The band gap is the energy between the highest filled and the lowest empty electron level of a crystal. Here it is read from the levels of seven density-functional calculations on zinc-blende GaN, all with the same fixed atomic positions. "Gap on mesh" takes the two levels from any points of the k mesh, while "direct gap on mesh" takes both from the same point. The two columns agree in every row, so all seven levels of theory call the gap direct.

VASP 6.6.1, plane-wave density-functional theory with PAW potentials (Ga 3d electrons in the valence), for zinc-blende GaN in a fixed two-atom cell (cubic edge 4.5 Å). All rows use an 8 × 8 × 8 k mesh and Fermi-Dirac smearing of 0.05 eV, without spin polarisation or spin-orbit coupling.

| functional | potentials | wave cutoff | gap on mesh (eV) | direct gap on mesh (eV) |
| --- | --- | --- | --- | --- |
| LDA | VASP-PAW-LDA-potentials,-recommended | 520 eV | 1.778 | 1.778 |
| PBE | VASP-PAW-PBE-potentials,-recommended | 520 eV | 1.754 | 1.754 |
| PBEsol | VASP-PAW-PBE-potentials,-recommended | 520 eV | 1.713 | 1.713 |
| r2SCAN | VASP-PAW-PBE-potentials,-recommended | 520 eV | 2.150 | 2.150 |
| PBE0 | VASP-PAW-PBE-potentials,-recommended | 450 eV | 3.705 | 3.705 |
| SCAN | VASP-PAW-PBE-potentials,-recommended | 520 eV | 2.050 | 2.050 |
| TB-mBJ | VASP-PAW-PBE-potentials,-recommended | 520 eV | 2.894 | 2.894 |

**Two groups and two separate functionals**

The size of the gap depends strongly on the functional. LDA, PBE and PBEsol lie within 0.07 eV of each other, and SCAN and r2SCAN add 0.3 to 0.4 eV to the PBE value. TB-mBJ stands 1.1 eV above PBE, and PBE0 almost 2 eV above it. Leaving the LDA, PBE and PBEsol group, or the SCAN and r2SCAN pair, therefore matters more than choosing within either.

The measured gap is roughly 3.3 eV, a recalled value, which puts the absorption edge in the near ultraviolet. PBE gives about half of that, and a device designer who took it literally would expect GaN to absorb red light. TB-mBJ falls short by 0.4 eV and PBE0 overshoots by about as much. The calculations leave out the zero-point motion of the atoms, which lowers the real gap by a tenth or two of an eV. A fair target for fixed atoms is therefore somewhat higher, which makes PBE0 look better and TB-mBJ worse.

**Why the gap grows in this order**

A true gap compares the cost of removing an electron with the gain from adding one. In exact density-functional theory the potential jumps by a constant when an electron is added across the gap, and a difference of levels in one fixed potential misses that jump. LDA, PBE and PBEsol all build their potential from the local density, the last two also from its gradient, and none of them contains the jump. This shared omission is a main reason why their gaps come out too small, and a gradient correction does not supply the jump.

SCAN and r2SCAN also use the kinetic-energy density, which depends on the orbitals themselves. Filled and empty states can then respond differently, and part of the missing jump enters the level gap. PBE0 goes further by replacing a quarter of the approximate exchange with exact exchange. Full exact exchange would cancel the false repulsion of an electron with itself, and a quarter of it removes a part. Exact exchange also acts through overlap with the filled orbitals, so it lowers filled levels more than empty ones. The approximate exchange that it replaces makes less of this difference, so the two sets move apart. Compared with PBE in the same cell, the valence top comes out 1.2 eV lower and the lowest empty level about 0.8 eV higher.

TB-mBJ takes another route. It keeps an ordinary potential, the same for filled and empty states, and reshapes it so that the level gap itself imitates the true gap. The parameters were set to reproduce measured gaps of solids. Its large gain over PBE is thus what it was designed to give, and is no independent evidence for the physics behind it.

The overshoot of PBE0 has a plausible cause in screening. In a solid the other electrons weaken exchange at long range, roughly by the electronic dielectric constant. For GaN this constant is about 5, a rough recalled value, so a fifth of exact exchange would suit long distances better than a quarter. The same reasoning suggests a larger overshoot in a crystal that screens more strongly, and a gap that is too small where the constant lies well below 4. No other exchange fraction was calculated here. If the gap grows evenly with the fraction from PBE to PBE0, a fifth would give about 3.3 eV. That would remove the overshoot and even fall a little short of the target for fixed atoms, so the explanation is plausible but untested.

The Ga 3d levels show the self-repulsion error in another place. At the centre of the Brillouin zone they lie on average 13.3 eV below the valence top in PBE and 13.7 eV in SCAN, against a rough recalled measurement of 17 eV. SCAN moves them the right way, but only slightly. Levels that lie too high also push up the N 2p valence top and narrow the gap; how much of the gap error comes from this push is not separated here.

**What the fixed cell hides**

LDA and PBE agree closely here because both were given the same cell. Squeezing GaN widens its gap, because the lowest empty state is antibonding and rises when the atoms approach. LDA prefers a smaller cell than the one used, and PBE a larger one. If each were allowed its own cell, the LDA gap would rise and the PBE gap would fall.

The pressure $P$ that each calculation reports, positive when the cell is squeezed, gives the size of this effect. Releasing it changes the gap by about

$$\Delta E \approx -a\,P,$$

where $a \approx 0.04$ eV/GPa is a rough recalled value for GaN. LDA reports $-4.7$ GPa, so its gap would change by $-0.04 \times (-4.7) \approx +0.19$ eV. PBE reports $+6.0$ GPa, which gives $-0.04 \times 6.0 \approx -0.24$ eV.

The LDA gap would then exceed the PBE gap by about 0.45 eV instead of 0.02 eV. A series with a relaxed cell for each functional should therefore show a clear split inside the lowest group. That split would be as large as the step from PBE to r2SCAN in the present table. No relaxed calculation is at hand to test the estimate, which also assumes the same slope $a$ for both functionals.

**Choosing a level**

For the size of the cell, PBEsol, SCAN and r2SCAN are sensible choices here. Each reports a pressure below 1 GPa in size, so each is nearly content with a cell edge of 4.5 Å, close to the measured one. TB-mBJ cannot do this job, because it is a potential without a matching energy and gives no usable forces. It has to borrow its cell from another functional.

For the gap itself, the required accuracy decides. If the question is only whether the gap is direct, every level gives the same answer. If an error of about half an eV is acceptable, PBE0 qualifies, TB-mBJ is a borderline case once zero-point motion is counted, and the other five fail. If the absorption edge must be right to 0.1 eV, none of the seven is good enough without calibration against a measurement. One crystal cannot settle whether TB-mBJ or PBE0 is the better choice for other materials.

Cost follows from what each method must add up. The semilocal functionals, the meta-GGAs and TB-mBJ evaluate a potential point by point in space, so their work grows in a similar way with the size of the problem. Exact exchange couples every orbital to all filled orbitals at all mesh points, here $9 \times 512 = 4608$ partners before symmetry is used. Doubling the mesh along each axis multiplies the number of such pairs by 64, but the number of orbitals only by 8.

A lower plane-wave cutoff reduces this expense, and PBE0 was run at 450 eV instead of 520 eV. The effect of that change on the gap was not tested. It is unlikely to matter beside a step of almost 2 eV, but it should be checked before tenths of an eV are read from the PBE0 value. A similar caution holds for the potentials: PBEsol, SCAN, r2SCAN, PBE0 and TB-mBJ all use datasets made for PBE, so their frozen cores do not match the functional, and the effect on the gap was not tested.
